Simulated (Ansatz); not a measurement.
AlRu in Ansatz: the effect of functional

AlRu:

```
Ru Al
1.0
     3.03097    0.00000    0.00000
     0.00000    3.03097    0.00000
     0.00000    0.00000    3.03097
Ru Al
1 1
Direct
  0.50000 0.50000 0.50000
  0.00000 0.00000 0.00000
```

The cell isn't the ideal one: volume scaled by 1.04.

Alike in all runs:

* Program: Ansatz 0.2.0
* Task: single point
* Potentials or basis: Ansatz PAW
* k mesh: 9 × 9 × 9
* Occupations: fermi-dirac, width 0.05 eV
* Spin: no spin polarisation

```tsv
functional	cutoff	pressure (GPa)
LDA	420 eV (not typed: the program's choice for these potentials)	?
r2SCAN	500 eV (not typed: the program's choice for these potentials)	-9.7
PBE	420 eV (not typed: the program's choice for these potentials)	-5.2
```

What does the run with functional LDA give?

Pressure -15.2 GPa.

Caveats: the PAW data sets come from PBE, with cores solved anew for the run's functional, which leaves a small shift of forces and pressure (some runs).
